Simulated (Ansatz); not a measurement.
Response of Re to small distortions

```yaml
crystal:
  lattice:
    - [0.00000, 1.97500, 1.97500]
    - [1.97500, 0.00000, 1.97500]
    - [1.97500, 1.97500, 0.00000]
  atoms:
    - { symbol: Re, position: [0.00000, 0.00000, 0.00000] }
```

The conventional cell has a = 3.950 Å, b = 3.950 Å, c = 3.950 Å, α = 90.00°, β = 90.00°, γ = 90.00°. Re (atom 1) is surrounded by 12 Re at 2.79 Å.

The geometry is COD entry 1534939, unchecked; take it as a test cell.

No spin–orbit coupling, which matters for the heavy atoms here.

The calculation used DFT, PBE, PAW with Ansatz's default frozen-core files, scalar-relativistic in Ansatz 0.2.0.

Settings: a Γ-centred 14×14×14 k mesh, Fermi–Dirac smearing of 0.03 eV, cutoff 420 eV, no spin polarisation.

The unchanged cell is at -9.15 GPa.

In a metal, stresses and small energies carry noise from the k mesh.

x, y and z are the Cartesian axes of the cell as listed; fractional coordinates follow a strain, and an engineering shear is twice the off-diagonal strain component.

Problem. With this change (equal xy, yz and zx engineering shear strains of -3 %), what becomes of the energy and stress?

Solution. Energy change +20.3 meV/atom; stress change (xx, yy, zz, yz, xz, xy) 0.91, 0.91, 0.91, 5.33, 5.33, 5.33 GPa, compression positive.

Problem. With this change (equal xy, yz and zx engineering shear strains of -1 %), what becomes of the energy and stress?

Solution. Energy change +1.7 meV/atom; stress change (xx, yy, zz, yz, xz, xy) 0.15, 0.15, 0.15, 1.33, 1.33, 1.33 GPa, compression positive.

Problem. With this change (equal xy, yz and zx engineering shear strains of +2 %), what becomes of the energy and stress?

Solution. Energy change +9.1 meV/atom; stress change (xx, yy, zz, yz, xz, xy) 0.52, 0.52, 0.52, -3.57, -3.57, -3.57 GPa, compression positive.

With equal xy, yz and zx engineering shear strains of -2 %: energy change +8.1 meV/atom; stress change (xx, yy, zz, yz, xz, xy) 0.47, 0.47, 0.47, 3.24, 3.24, 3.24 GPa, compression positive.

Problem. With this change (equal xy, yz and zx engineering shear strains of +1 %), what becomes of the energy and stress?

Solution. Energy change +1.9 meV/atom; stress change (xx, yy, zz, yz, xz, xy) 0.16, 0.16, 0.16, -1.53, -1.53, -1.53 GPa, compression positive.

Problem. With this change (equal xy, yz and zx engineering shear strains of +3 %), what becomes of the energy and stress?

Solution. Energy change +21.9 meV/atom; stress change (xx, yy, zz, yz, xz, xy) 1.02, 1.02, 1.02, -5.69, -5.69, -5.69 GPa, compression positive.
